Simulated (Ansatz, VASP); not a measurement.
**Re: VASP beside Ansatz**

Contents of INCAR:

```
SYSTEM = Re
PREC = Accurate
ENCUT = 520
EDIFF = 1E-7
ISMEAR = -1
SIGMA = 0.05
LREAL = .FALSE.
LASPH = .TRUE.
NELM = 100
ALGO = Normal
ISIF = 2
LWAVE = .FALSE.
LCHARG = .FALSE.
GGA = PE
NBANDS = 10
```

KPOINTS

```
Automatic mesh
0
G
  12 12 12
  0 0 0
```

File POSCAR:

```
Re
1.0
    0.0000000000      1.9880798514      1.9880798514
    1.9880798514      0.0000000000      1.9880798514
    1.9880798514      1.9880798514      0.0000000000
Re
1
Direct
    0.0000000000      0.0000000000      0.0000000000
```

Contents of input.yaml:

```yaml
crystal:
  lattice:
    - [0.0, 1.9880798514, 1.9880798514]
    - [1.9880798514, 0.0, 1.9880798514]
    - [1.9880798514, 1.9880798514, 0.0]
  atoms:
    - { symbol: Re, position: [0.0, 0.0, 0.0] }
hamiltonian:
  xc: pbe
  pseudopotentials: { kind: paw }
kpoints:
  mp_grid: { grid: [12, 12, 12] }
scf:
  occupations: { method: fermi_dirac, width: 0.05 }
output:
  forces: true
  stress: true
  eigenvalues: true
  write_density: true
  write_potential: true
  elf: true
  volumetric_format: npy
```

Change from the starting cell: volume scaled by 1.02.

Alike in both runs: task single point; functional PBE; k mesh 12 × 12 × 12; occupations fermi-dirac, width 0.05 eV; no spin polarisation.

|  | VASP | Ansatz |
| --- | --- | --- |
| version | VASP 6.6.1 | Ansatz 0.2.0 |
| potentials or method | VASP PAW PBE potentials, release 64 (Re) | Ansatz PAW |
| plane-wave cutoff (eV) | 520 | 420 |
| valence electrons in the cell | 7 | 15 |

Ansatz gave:

- gap on the k mesh at the Fermi level (eV): none
- pressure (GPa): -15.1

Question: Estimate VASP's values.

Answer: gap on the k mesh at the Fermi level (eV): none; pressure (GPa): -15.9.

A gap of «none» marks a metal or a gap that the smearing closes. With one functional, cell and mesh, what is left measures potentials, basis and numerics. The two sets of potentials don't hold the same shells in valence.

Spin-orbit coupling is left out, which matters for the levels of Re.
